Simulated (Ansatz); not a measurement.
Set up this calculation in Ansatz 0.2.0, as the native input.

```
Task                : single point
Functional          : PBE
Potentials or basis : Ansatz PAW
Cutoff              : 420 eV (not typed: the program's choice for these potentials)
k mesh              : 6 × 6 × 4
Occupations         : gaussian, width 0.05 eV
Spin                : collinear spin, ferromagnetic start
Starting moments    : [0.5, 0.0, 0.0] μB
Hubbard terms       : Pt d U = 6 eV
Hubbard projectors  : ortho-atomic (the default)
Double counting     : fll (the default)
```

The system is PtS2.

```xyz
3
Lattice="3.1165 -1.9105 0.0000 3.1165 1.9105 0.0000 -0.0031 0.0000 4.3949" Properties=species:S:1:pos:R:3 pbc="T T T"
Pt    0.0000    0.0000    0.0000
S     4.2868    0.0000    1.2697
S     1.9431    0.0000    3.1252
```

The cell was built by a generator and isn't the measured one.

These files were run (other wordings do the same):

input.yaml

```yaml
crystal:
  lattice:
    - [3.1165126, -1.91048421, 0.0]
    - [3.1165126, 1.91048421, 0.0]
    - [-0.00306824, 0.0, 4.39493629]
  atoms:
    - { symbol: Pt, position: [0.0, 0.0, 0.0], spin: 0.5 }
    - { symbol: S, position: [0.6879, 0.6879, 0.2889] }
    - { symbol: S, position: [0.3121, 0.3121, 0.7111] }
hamiltonian:
  xc: pbe
  pseudopotentials: { kind: paw }
  hubbard: { sites: [{ species: Pt, l: d, u_eff: 6.0 }] }
magnetization:
  spin_polarized: true
kpoints:
  mp_grid: { grid: [6, 6, 4] }
scf:
  occupations: { method: gaussian, width: 0.05 }
output:
  forces: true
  stress: true
  eigenvalues: true
```

Potentials or basis: Ansatz PAW.

Run with:

```console
$ ansatz run input.yaml --threads 2 --pin off --max-ram 5632MiB --backend cpu --events-out ev --progress --plain --runs-dir out
```

It gave:

```
Pressure               : -3.0 GPa
Largest force          : 1.006 eV/Å
Band gap on the k mesh : none (metal or under the smearing width)
Net moment             : 0.00 μB per cell
Absolute moment        : 0.00 μB per cell
```

Caveat: the magnetic or orbital state may not be the lowest; forces of over 1 eV/Å show positions far from the minimum, so gaps and moduli don't describe the material at rest; the starting moments weren't kept.

Run time: 5.3 s on 2 threads of Arm Neoverse V2, with other jobs on the host, peak memory 0.4 GiB.
